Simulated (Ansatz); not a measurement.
**4 guesses for LiF and where they end**

Level of theory: Ansatz 0.2.0, DFT PBE, scalar-relativistic, plane waves, PAW. All cells share a 420 eV cutoff and Γ-centred k meshes spaced at most about 0.3 Å⁻¹ (2π included). No spin polarisation in the final relaxations.

Each guess was relaxed in cell and atoms at zero pressure, within the symmetry of its start. All energies are static (0 K, no zero-point motion). Coordination counts F atoms around Li (those within 1.25 times the shortest such distance or 1.15 times the sum of covalent radii).

```tsv
guess	made from	start group	V start (Å³/atom)	end group	V end (Å³/atom)	coordination at the end	gap on mesh (eV)	E over the lowest end (meV/atom)
1	5-connected net, two elements alternating	Cc	6.6	Fm-3m (rock salt)	8.4	Li 6	8.84	0
2	3-connected net, two elements alternating	P6_122	14.2	?	?	?	?	?
3	4-connected net, two elements alternating	F-43m	8.4	F-43m (zinc blende)	10.4	Li 4	7.65	4
4	6-connected net, two elements spread over the vertices	Imma	6.1	Imma	9.5	Li 4	6.87	165
```

Guess 2 as it starts:

```cif
data_structure
_symmetry_space_group_name_H-M 'P6_122'
_symmetry_Int_Tables_number 178
_cell_length_a 4.8775
_cell_length_b 4.8775
_cell_length_c 8.2773
_cell_angle_alpha 90.000
_cell_angle_beta 90.000
_cell_angle_gamma 120.000
_cell_volume 170.53
loop_
_atom_site_label
_atom_site_type_symbol
_atom_site_symmetry_multiplicity
_atom_site_Wyckoff_symbol
_atom_site_fract_x
_atom_site_fract_y
_atom_site_fract_z
_atom_site_occupancy
Li1 Li 6 b 0.80000 0.40000 0.08333 1
F1 F 6 b 0.60000 0.20000 0.25000 1
```

Problem. Predict the end of this guess and its energy over the lowest end.

Solution. It ends in space group P6_122 (No. 178), with a = 4.958 Å, c = 9.328 Å, 16.5 Å³/atom and a gap of 6.04 eV. It lies 138 meV/atom over the lowest end, above guess 3 and below guess 4. Counting F atoms around Li, this end has Li 3 and the lowest (guess 1) has Li 6.

```
Li F
1.0
     4.95776    0.00000    0.00000
    -2.47888    4.29355    0.00000
     0.00000    0.00000    9.32805
Li F
6 6
Direct
  0.80182 0.40091 0.08333
  0.59909 0.40091 0.41667
  0.40091 0.80182 0.25000
  0.59909 0.19818 0.75000
  0.19818 0.59909 0.58333
  0.40091 0.59909 0.91667
  0.61222 0.22443 0.25000
  0.22443 0.61222 0.08333
  0.38778 0.61222 0.41667
  0.77557 0.38778 0.58333
  0.61222 0.38778 0.91667
  0.38778 0.77557 0.75000
```

Formation energies are uncorrected and refer to the elements' standard structures at the same level (F₂ as a molecule).

Problem. Is the lowest end bound against the elements?

Solution. Yes: its formation energy is −2.945 eV/atom. Whether it is stable depends on the other phases of the system, which aren't compared here.

Kohn–Sham gaps at this level usually fall short of measured ones. With atoms moved at random, F-43m came back. Other cells relaxed within their symmetry can be saddle points. The part of the Crystallography Open Database at hand lists LiF in space group No. 225; sharing a group (Fm-3m) doesn't make a cell the listed structure. Some structure types and database cells were kept out of the candidates from the start, so a known form may be missing.
